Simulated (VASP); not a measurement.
# SnO2 (Cassiterite) (P4_2/mnm) in VASP: further runs

Runs on SnO2 (Cassiterite). Level: LDA. Tasks: single point.

All numbers are computed with VASP 6.6.1; they aren't measurements. Logs are shortened: lines on timing, memory, paths and dates and some standing lists are left out, and cuts for length are marked.

## 1. Starting point

Symmetry: P4_2/mnm, No. 136, tetragonal system. The conventional cell has a = 4.738 Å, b = 4.738 Å, c = 3.187 Å, α = 90.00°, β = 90.00°, γ = 90.00°. Around Sn (site symmetry mmm) lie 6 O at 2.05 to 2.06 Å. Around O (site symmetry m2m) lie 3 Sn at 2.05 to 2.06 Å.

## 2. Single point, LDA

Contents of INCAR:

```
SYSTEM = SnO2
PREC = Normal
ENCUT = 400
EDIFF = 1E-7
ISMEAR = 0
SIGMA = 0.05
LREAL = .False.
LASPH = .True.
NELM = 100
ALGO = Normal
ISIF = 2
LWAVE = .False.
LCHARG = .False.
GGA = CA
NBANDS = 35
ADDGRID = .False.
```

Contents of KPOINTS:

```
Automatic mesh
0
Gamma
  3 3 4
  0 0 0
```

Contents of POSCAR:

```
SnO2
1.0
    4.7380000000      0.0000000000      0.0000000000
    0.0000000000      4.7380000000      0.0000000000
    0.0000000000      0.0000000000      3.1865000000
Sn O
2 4
Direct
    0.5000000000      0.5000000000      0.5000000000
    0.0000000000      0.0000000000      0.0000000000
    0.8071000000      0.1929000000      0.5000000000
    0.6929000000      0.6929000000      0.0000000000
    0.1929000000      0.8071000000      0.5000000000
    0.3071000000      0.3071000000      0.0000000000
```

Potentials or basis: VASP PAW LDA potentials, release 64 (Sn_d, O).

The run is started by

```console
$ cat potpaw_LDA.64/Sn_d/POTCAR potpaw_LDA.64/O/POTCAR > POTCAR
$ mpirun -np 1 vasp_std > vasp.out
```

OUTCAR:

```text
SYSTEM = SnO2
   PREC = Normal
   ENCUT = 400
   EDIFF = 1E-7
   ISMEAR = 0
   LREAL = .False.
   LASPH = .True.
   NELM = 100
   ISIF = 2
   GGA = CA

 Found      9 irreducible k-points:

 Following reciprocal coordinates:
            Coordinates               Weight
  0.000000  0.000000  0.000000      1.000000
  0.333333  0.000000  0.000000      4.000000
  0.333333  0.333333  0.000000      4.000000
  0.000000  0.000000  0.250000      2.000000
  0.333333  0.000000  0.250000      8.000000
  0.333333  0.333333  0.250000      8.000000
   k-points           NKPTS =      9   k-points in BZ     NKDIM =      9   number of bands    NBANDS=     35
   number of dos      NEDOS =    301   number of ions     NIONS =      6
   total plane-waves  NPLWV =   9216
   dimension x,y,z NGX =    24 NGY =   24 NGZ =   16
   dimension x,y,z NGXF=    48 NGYF=   48 NGZF=   32
   ions per type =               2   4
   NGX,Y,Z   is equivalent  to a cutoff of   8.42,  8.42,  8.35 a.u.
   NGXF,Y,Z  is equivalent  to a cutoff of  16.84, 16.84, 16.70 a.u.
 SYSTEM =  SnO2
   PREC   = normal    normal or accurate (medium, high low for compatibility)
   ISTART =      0    job   : 0-new  1-cont  2-samecut
   ICHARG =      2    charge: 1-file 2-atom 10-const
   ISPIN  =      1    spin polarized calculation?
   LNONCOLLINEAR =      F non collinear calculations
   LSORBIT =      F    spin-orbit coupling
   LASPH  =      T    aspherical Exc in radial PAW
   ENCUT  =  400.0 eV  29.40 Ry    5.42 a.u.   7.73  7.73  5.20*2*pi/ulx,y,z
   NELM   =    100;   NELMIN=  2; NELMDL= -5     # of ELM steps
   EDIFF  = 0.1E-06   stopping-criterion for ELM
   LREAL  =      F    real-space projection
   EDIFFG = 0.1E-05   stopping-criterion for IOM
   NSW    =      0    number of steps for IOM
   IBRION =     -1    ionic relax: 0-MD 1-quasi-New 2-CG
   NFREE  =      0    steps in history (QN), initial steepest desc. (CG)
   ISIF   =      2    stress and relaxation
   ISYM   =      2    0-nonsym 1-usesym 2-fastsym
   POTIM  = 0.5000    time-step for ionic-motion
   TEBEG  =    0.0;   TEEND  =   0.0 temperature during run
   PSTRESS=    0.0 pullay stress
   NELECT =      52.0000    total number of electrons
   NUPDOWN=      -1.0000    fix difference up-down
   EMIN   =  10.00;   EMAX   =-10.00  energy-range for DOS
   EFERMI =   0.00;   METHOD = LEGACY
   ISMEAR =     0;   SIGMA  =   0.05  broadening in eV -4-tet -1-fermi 0-gaus
   EFERMI_NEDOS =   21; number of points for ismear=-14 and -15
   IALGO  =     38    algorithm
   IMIX   =      4    mixing-type and parameters
     AMIX     =   0.40;   BMIX     =  1.00
     AMIX_MAG =   1.60;   BMIX_MAG =  1.00
  volume/ion in A,a.u.               =      11.92        80.45
  Fermi-wavevector in a.u.,A,eV,Ry     =   1.472000  2.781677 29.480903  2.166785
  Thomas-Fermi vector in A             =   2.587068
   LORBIT       =      0    0 simple, 1 ext, 2 COOP (PROOUT), +10 PAW based schemes
   GGA     = CA    functional components
   LHFCALC =     F    Hartree Fock is set to
   AEXX    =    0.0000 exact exchange contribution
   IVDW    =     0    specifies the selected vdW correction
   LEPSILON=     F    determine dielectric tensor
   LRPA    =     F    only Hartree local field effects (RPA)
 non-spin polarized calculation
 Gauss-broadening in eV      SIGMA  =   0.05
  energy-cutoff  :      400.00
  volume of cell :       71.53
 maximum number of plane-waves:      1310
   NGX = 15   NGY = 15   NGZ = 11

 number of electron      52.0000056 magnetization

 Free energy of the ion-electron system (eV)
  ---------------------------------------------------
  ext. energy  EPLUGINS =         0.00000000
  ---------------------------------------------------
  free energy    TOTEN  =       -42.34718405 eV

  energy without entropy =      -42.34718405  energy(sigma->0) =      -42.34718405

 E-fermi :   6.1524     XC(G=0): -11.7982

 val. band max:        5.8637549431   @ k =   0.0000   0.0000   0.0000
 cond. band min:       7.0268682788   @ k =   0.0000   0.0000   0.0000
 fundamental gap:      1.1631133358
 Fermi energy:         6.1523518600

 k-point     1 :       0.0000    0.0000    0.0000
  band No.  band energies     occupation
      1     -15.1441      2.00000
      2     -14.3989      2.00000
      3     -14.1060      2.00000
      4     -14.0901      2.00000
      5     -14.0901      2.00000
      6     -13.9931      2.00000
[... 27 lines left out ...]
     34      17.7136      0.00000
     35      18.2060      0.00000

 k-point     2 :       0.3333    0.0000    0.0000
  band No.  band energies     occupation
      1     -14.9818      2.00000
      2     -14.5937      2.00000
      3     -14.1032      2.00000
      4     -14.0844      2.00000
      5     -14.0842      2.00000
      6     -14.0783      2.00000
[... 27 lines left out ...]
     34      17.8208      0.00000
     35      18.0990      0.00000

 k-point     3 :       0.3333    0.3333    0.0000
  band No.  band energies     occupation
      1     -14.9426      2.00000
      2     -14.7554      2.00000
      3     -14.0921      2.00000
      4     -14.0904      2.00000
      5     -14.0853      2.00000
      6     -14.0773      2.00000
[... 27 lines left out ...]
     34      17.7581      0.00000
     35      17.9114      0.00000

 k-point     4 :       0.0000    0.0000    0.2500
  band No.  band energies     occupation
      1     -14.8679      2.00000
      2     -14.5436      2.00000
      3     -14.5436      2.00000
      4     -14.1463      2.00000
      5     -13.9980      2.00000
      6     -13.9966      2.00000
[... 27 lines left out ...]
     34      17.4067      0.00000
     35      17.9157      0.00000

 k-point     5 :       0.3333    0.0000    0.2500
  band No.  band energies     occupation
      1     -14.8586      2.00000
      2     -14.7185      2.00000
      3     -14.3943      2.00000
      4     -14.1741      2.00000
      5     -13.9905      2.00000
      6     -13.9819      2.00000
[... 27 lines left out ...]
     34      17.8499      0.00000
     35      18.0720      0.00000

 k-point     6 :       0.3333    0.3333    0.2500
  band No.  band energies     occupation
      1     -14.8000      2.00000
      2     -14.6186      2.00000
      3     -14.5521      2.00000
      4     -14.3092      2.00000
      5     -13.9892      2.00000
      6     -13.9734      2.00000
[... 27 lines left out ...]
     34      17.7947      0.00000
     35      18.1330      0.00000

 [... further k-points ...]
[... 5 lines left out ...]
  --------------------------------------------------------------------------------------
  -------------------------------------------------------------------------------------
  Total       -2.5901816     -2.5901816     -1.7029166      0.0000000      0.0000000      0.0000000
  in kB      -58.0145266    -58.0145266    -38.1416906      0.0000000      0.0000000      0.0000000
  external PRESSURE =     -51.3902479 kB  Pullay stress =       0.0000000 kB

 VOLUME and BASIS-vectors are now :
 -----------------------------------------------------------------------------
  energy-cutoff  :      400.00
  volume of cell :       71.53
      direct lattice vectors                 reciprocal lattice vectors
     4.738000000  0.000000000  0.000000000     0.211059519  0.000000000  0.000000000
     0.000000000  4.738000000  0.000000000     0.000000000  0.211059519  0.000000000
     0.000000000  0.000000000  3.186500000     0.000000000  0.000000000  0.313823945

 POSITION                                       TOTAL-FORCE (eV/Angst)
 -----------------------------------------------------------------------------------
      2.36900      2.36900      1.59325        -0.000000      0.000000     -0.000000
      0.00000      0.00000      0.00000        -0.000000      0.000000     -0.000000
      3.82404      0.91396      1.59325        -0.134015      0.134015     -0.000000
      3.28296      3.28296      0.00000         0.134015      0.134015     -0.000000
      0.91396      3.82404      1.59325         0.134015     -0.134015     -0.000000
      1.45504      1.45504      0.00000        -0.134015     -0.134015      0.000000
 -----------------------------------------------------------------------------------
    total drift:                                0.000000     -0.000000     -0.000000

  FREE ENERGIE OF THE ION-ELECTRON SYSTEM (eV)
  ---------------------------------------------------
  free  energy   TOTEN  =       -42.3471840466 eV

  energy  without entropy=      -42.3471840466  energy(sigma->0) =      -42.34718405
```

Run time: 8 s. Hardware: 1 thread of Intel Xeon Platinum 8488C (Sapphire Rapids), shared host; peak memory 0.12 GiB.

These settings aren't checked as converged: the numbers below hold their error.

What came out:

```yaml
Free_energy: -42.3472 eV
Largest_force: 0.190 eV/Å
Band_gap_on_the_k_mesh: 1.16 eV, direct
```

Caveat: the k mesh is coarse (spacing up to 0.49 Å⁻¹), so the values aren't converged; the cutoff is under 1.25 times the usual one of these potentials, so pressure, stress and relaxed cells hold a basis-set (Pulay) error; spin-orbit coupling is left out, which moves the levels of the heavy elements.

## 3. Single point, LDA

INCAR: that of step 2 with these lines changed.

```diff
@@ -1,5 +1,5 @@
 SYSTEM = SnO2
-PREC = Normal
+PREC = Accurate
 ENCUT = 400
-EDIFF = 1E-7
+EDIFF = 0.01
 ISMEAR = 0
```

KPOINTS is that of step 2.

POSCAR is that of step 2.

Potentials or basis: VASP PAW LDA potentials, release 64 (Sn_d, O).

The run is started by

```console
$ cat potpaw_LDA.64/Sn_d/POTCAR potpaw_LDA.64/O/POTCAR > POTCAR
$ mpirun -np 1 vasp_std > vasp.out
```

OUTCAR:

```text
SYSTEM = SnO2
   PREC = Accurate
   ENCUT = 400
   EDIFF = 0.01
   ISMEAR = 0
   LREAL = .False.
   LASPH = .True.
   NELM = 100
   ISIF = 2
   GGA = CA

 Found      9 irreducible k-points:

 Following reciprocal coordinates:
            Coordinates               Weight
  0.000000  0.000000  0.000000      1.000000
  0.333333  0.000000  0.000000      4.000000
  0.333333  0.333333  0.000000      4.000000
  0.000000  0.000000  0.250000      2.000000
  0.333333  0.000000  0.250000      8.000000
[... 311 lines left out ...]
  -------------------------------------------------------------------------------------
  Total       -2.8962503     -2.8962503     -2.0038012     -0.0000000      0.0000000      0.0000000
  in kB      -64.8698123    -64.8698123    -44.8808607     -0.0000000      0.0000000      0.0000000
  external PRESSURE =     -58.2068284 kB  Pullay stress =       0.0000000 kB

 VOLUME and BASIS-vectors are now :
 -----------------------------------------------------------------------------
  energy-cutoff  :      400.00
  volume of cell :       71.53
      direct lattice vectors                 reciprocal lattice vectors
     4.738000000  0.000000000  0.000000000     0.211059519  0.000000000  0.000000000
     0.000000000  4.738000000  0.000000000     0.000000000  0.211059519  0.000000000
     0.000000000  0.000000000  3.186500000     0.000000000  0.000000000  0.313823945

 POSITION                                       TOTAL-FORCE (eV/Angst)
 -----------------------------------------------------------------------------------
      2.36900      2.36900      1.59325         0.000000     -0.000000      0.000000
      0.00000      0.00000      0.00000         0.000000     -0.000000      0.000000
      3.82404      0.91396      1.59325        -0.136969      0.136969      0.000000
      3.28296      3.28296      0.00000         0.136969      0.136969      0.000000
      0.91396      3.82404      1.59325         0.136969     -0.136969     -0.000000
      1.45504      1.45504      0.00000        -0.136969     -0.136969     -0.000000
 -----------------------------------------------------------------------------------
    total drift:                                0.000000     -0.000000     -0.000000

  FREE ENERGIE OF THE ION-ELECTRON SYSTEM (eV)
  ---------------------------------------------------
  free  energy   TOTEN  =       -42.3408941226 eV

  energy  without entropy=      -42.3408941226  energy(sigma->0) =      -42.34089412
```

Run time: 7.8 s. Hardware: 1 thread of Intel Xeon Platinum 8488C (Sapphire Rapids), shared host; peak memory 0.14 GiB.

The run converged, but some of its settings lie outside the range that counts as converged, so its numbers aren't taken as properties of the crystal.

What came out:

```yaml
Free_energy: -42.3409 eV
Largest_force: 0.194 eV/Å
Band_gap_on_the_k_mesh: 1.16 eV, direct
```

Caveat: the k mesh is coarse (spacing up to 0.49 Å⁻¹), so the values aren't converged; the cutoff is under 1.25 times the usual one of these potentials, so pressure, stress and relaxed cells hold a basis-set (Pulay) error; spin-orbit coupling is left out, which moves the levels of the heavy elements.

## 4. Single point, LDA

INCAR: that of step 3 with these lines changed.

```diff
@@ -3,3 +3,3 @@
 ENCUT = 400
-EDIFF = 0.01
+EDIFF = 1E-4
 ISMEAR = 0
```

KPOINTS is that of step 3.

POSCAR is that of step 3.

The run is started by

```console
$ cat potpaw_LDA.64/Sn_d/POTCAR potpaw_LDA.64/O/POTCAR > POTCAR
$ mpirun -np 1 vasp_std > vasp.out
```

It took 8.8 s on 1 thread of Intel Xeon Platinum 8488C (Sapphire Rapids), shared host; peak memory 0.14 GiB.

The run converged, but some of its settings lie outside the range that counts as converged, so its numbers aren't taken as properties of the crystal.

What came out:

```yaml
Free_energy: -42.3410 eV
Largest_force: 0.195 eV/Å
Band_gap_on_the_k_mesh: 1.16 eV, direct
```

Caveat: the k mesh is coarse (spacing up to 0.49 Å⁻¹), so the values aren't converged; the cutoff is under 1.25 times the usual one of these potentials, so pressure, stress and relaxed cells hold a basis-set (Pulay) error; spin-orbit coupling is left out, which moves the levels of the heavy elements.
